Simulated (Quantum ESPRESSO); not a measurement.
The system is CdGeAs2.

```
Cd As Ge
1.0
    -2.98887    2.98887    5.66430
     2.98887   -2.98887    5.66430
     2.98887    2.98887   -5.66430
Cd As Ge
2 4 2
Direct
  0.50000 0.50000 0.00000
  0.25000 0.75000 0.50000
  0.09622 0.12500 0.47122
  0.37500 0.90378 0.02878
  0.65378 0.62500 0.52878
  0.87500 0.34622 0.97122
  0.75000 0.25000 0.50000
  0.00000 0.00000 0.00000
```

The cell is a database's computed one.

Base run:

| Quantity | Value |
| --- | --- |
| Program | Quantum ESPRESSO 7.5 |
| Functional | PBE |
| Potentials or basis | SSSP 1.3 efficiency PBE |
| Cutoff | 816 eV |
| Density cutoff | 6531 eV |
| k mesh | 6 × 6 × 6 |
| Occupations | fermi-dirac, width 0.05 eV |
| Spin | no spin polarisation |

Its results: band gap on the k mesh 0.19 eV, indirect (least direct gap 0.22 eV); pressure 2.3 GPa; largest force 0.145 eV/Å.

The run is repeated on the same cell with these changes: functional from PBE to PBEsol; potentials or basis from SSSP 1.3 efficiency PBE to GBRV 1.5 PBEsol; cutoff from 816 eV to 612 eV; density cutoff from 6531 eV to 4898 eV. What comes out?

Band gap on the k mesh 0.19 eV, indirect (least direct gap 0.22 eV); pressure -0.5 GPa; largest force 0.173 eV/Å.

Caveats: the mesh misses the band edges, which the band path finds closer together (some runs).

Not every run made on this cell is shown here.
